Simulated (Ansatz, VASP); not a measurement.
## Ca: VASP beside Ansatz

```
Ca
1.0
     3.52469    0.00000    0.00000
     0.00000    3.52469    0.00000
     0.00000    0.00000    3.52469
Ca
1
Cartesian
  0.0000 0.0000 0.0000
```

Alike in both runs: functional PBE; k mesh 11 × 11 × 11; no spin polarisation.

Ansatz relaxed the structure, and its values are those at the end. VASP's run is a single point on that final structure, the one shown.

|  | VASP | Ansatz |
| --- | --- | --- |
| version | VASP 6.6.1 | Ansatz 0.2.0 |
| potentials or method | VASP PAW PBE potentials, release 64 (Ca_sv) | plane waves, PAW |
| plane-wave cutoff (eV) | 520 | 470 |
| occupations | methfessel-paxton of order 1, width 0.05 eV | cold, width 0.05 eV |
| valence electrons in the cell | 10 | 10 |

|  | VASP | Ansatz | Ansatz less VASP |
| --- | --- | --- | --- |
| pressure (GPa) | 0.0 | 0.0 | +0.01 |
